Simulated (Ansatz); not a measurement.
# SiO2: the cost of one run

Program: Ansatz 0.2.0. Level of theory: DFT PBEsol, scalar-relativistic, plane waves, PAW. These are calculated values, not measurements.

2 further runs of the same task are left out: 2 set aside as unsound or not needed.

### 1 The system as given

The structure is orthorhombic, space group Pnma (No. 62). Conventional cell: a = 9.260 Å, b = 2.883 Å, c = 4.789 Å, α = 90.00°, β = 90.00°, γ = 90.00°. Al (site symmetry m) has 6 O at 1.80 to 2.09 Å as nearest neighbours. O (site symmetry m) has 3 Al at 1.80 to 1.81 Å as nearest neighbours. O (site symmetry m) has 3 Al at 1.89 to 2.09 Å as nearest neighbours.

Structure file:

```
Al O
1.0
     9.26042    0.00000    0.00000
     0.00000    2.88257    0.00000
     0.00000    0.00000    4.78874
Al O
4 8
Direct
  0.16157 0.25000 0.95392
  0.83843 0.75000 0.04608
  0.33843 0.75000 0.45392
  0.66157 0.25000 0.54608
  0.77324 0.25000 0.23848
  0.22676 0.75000 0.76152
  0.72676 0.75000 0.73848
  0.27324 0.25000 0.26152
  0.96517 0.25000 0.84681
  0.03483 0.75000 0.15319
  0.53483 0.75000 0.34681
  0.46517 0.25000 0.65319
```

It is the result of an earlier relaxation at this level (volume 10.65 Å³/atom; gap on the mesh: none (metal), site moments up to 0.8 μB).

### 2 Al → Si: the starting cell

SiO2 starts from the relaxed positions of AlO2, with all lengths scaled by 0.976, a guess from tabulated radii.

### 3 Quick check of gap, pressure and forces (SiO2)

Contents of input.yaml:

```yaml
crystal:
  lattice:
    - [9.0338548544, 0.0, 0.0]
    - [0.0, 2.8120506514, 0.0]
    - [0.0, 0.0, 4.6715836942]
  atoms:
    - { symbol: Si, position: [0.1615682744, 0.25, 0.9539249096] }
    - { symbol: Si, position: [0.8384317256, 0.75, 0.0460750904] }
    - { symbol: Si, position: [0.3384317256, 0.75, 0.4539249096] }
    - { symbol: Si, position: [0.6615682744, 0.25, 0.5460750904] }
    - { symbol: O, position: [0.7732385145, 0.25, 0.2384836807] }
    - { symbol: O, position: [0.2267614855, 0.75, 0.7615163193] }
    - { symbol: O, position: [0.7267614855, 0.75, 0.7384836807] }
    - { symbol: O, position: [0.2732385145, 0.25, 0.2615163193] }
    - { symbol: O, position: [0.9651677116, 0.25, 0.8468077922] }
    - { symbol: O, position: [0.0348322884, 0.75, 0.1531922078] }
    - { symbol: O, position: [0.5348322884, 0.75, 0.3468077922] }
    - { symbol: O, position: [0.4651677116, 0.25, 0.6531922078] }
basis:
  ecutwfc: 420
kpoints:
  mp_grid: { grid: [2, 6, 4] }
hamiltonian:
  xc: pbesol
scf:
  occupations: { method: gaussian, width: 0.1 }
output:
  forces: true
  stress: true
  eigenvalues: true
```

The run is started by

```sh
$ ansatz run input.yaml --threads 2 --pin off --max-ram 5120MiB --backend cpu --events-out ev --progress --plain --runs-dir out
```

What time and memory should one allow on 2 threads of Arm Neoverse V1, shared host?

About 4.2 s, with a peak of 0.41 GiB.
